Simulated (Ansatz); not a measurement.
# From formation energies to a reaction energy: SiC3

Method: DFT PBE, scalar-relativistic, plane waves, PAW (Ansatz). All cells share a 420 eV cutoff and Γ-centred k meshes spaced about 0.3 Å⁻¹ or finer (0.25 for metals, 2π included). No spin polarisation.

The zero of energy is the elements' standard structures at the same level; no fitted shifts are applied.

All energies are static (0 K, no zero-point motion). The reference form of C is held partly by dispersion forces, which this level lacks.

A trial structure of SiC3 (reached from: a cell proposed by chemical analogy; relaxed: space group R-3m (No. 166), a = 5.632 Å, c = 9.984 Å) has a formation energy of 0.306 eV/atom. It holds Si–Si pairs (shortest 2.46 Å) and C–C units of three or more atoms (shortest 1.42 Å). At its composition the lowest mixture among the elements and 2 reference phases computed alike (others may be missing) consists of these:

```tsv
phase	source	ΔE_f (eV/atom)
C (solid)	element	0.000
SiC (P6_3mc)	Materials Project	-0.204
```

Q: Write the balanced decomposition and find its energy per atom, per formula unit and per mole of formula units.

A: Balancing Si and C gives SiC3 → 2 C + SiC. The left side holds 4 atoms, and the products take 2/4 (C) and 2/4 (SiC) of them. The mixture therefore lies at 2/4 × (0.000) + 2/4 × (-0.204) = -0.102 eV/atom. The reaction energy is -0.102 − (0.306) = -0.408 eV/atom. Times 4 atoms that is -1.632 eV per SiC3, and times 96.485 it is -157 kJ per mole of SiC3. Decomposition is downhill, so the trial structure is unstable against this mixture.

Most of the driving force for decomposition doesn't depend on carbide formation: the trial structure already lies 0.306 eV/atom above the elements, and forming SiC adds only 0.102 eV/atom at this composition. The bond lengths suggest why. The shortest C–C distance is typical of delocalised sp2 carbon, while the shortest Si–Si distance is somewhat longer than in diamond-type silicon. The cell thus probably combines carbon π bonding with weakened silicon bonding, whereas the products let each element bond in its preferred way. Carbon keeps its π system in graphite, and silicon, whose diffuse 3p orbitals give poor π overlap, forms four strong, polar σ bonds to the more electronegative carbon in SiC.

The computed formation energy of SiC is noticeably less negative than experiment indicates, probably because the semilocal functional treats the covalent bonds of the compound and the elements unevenly. Correcting this alone would make decomposition more favourable. The result counts against this particular arrangement, not against every possible SiC3 structure, and a downhill reaction energy says nothing about the barrier to decomposition.
